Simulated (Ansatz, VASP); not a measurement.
## Two plane-wave programs on Be

```xyz
1
Lattice="-1.3085 1.3085 1.3085 1.3085 -1.3085 1.3085 1.3085 1.3085 -1.3085" Properties=species:S:1:pos:R:3 pbc="T T T"
Be    0.0000    0.0000    0.0000
```

Alike in both runs: task single point; functional revPBE; k mesh 20 × 20 × 20; occupations fermi-dirac, width 0.1 eV; no spin polarisation.

|  | VASP | Ansatz |
| --- | --- | --- |
| version | VASP 6.6.1 | Ansatz 0.2.0 |
| potentials or method | VASP PAW PBE potentials, release 64 (Be) | plane waves (420 eV) with PAW, scalar-relativistic |
| plane-wave cutoff (eV) | 520 | 420 |
| valence electrons in the cell | 2 | 2 |

```csv
,VASP,Ansatz,Ansatz less VASP
pressure (GPa),-11.0,-11.0,-0.01
```

Caveats: the PAW data sets were made with another functional, which shifts forces and pressure a little (VASP).
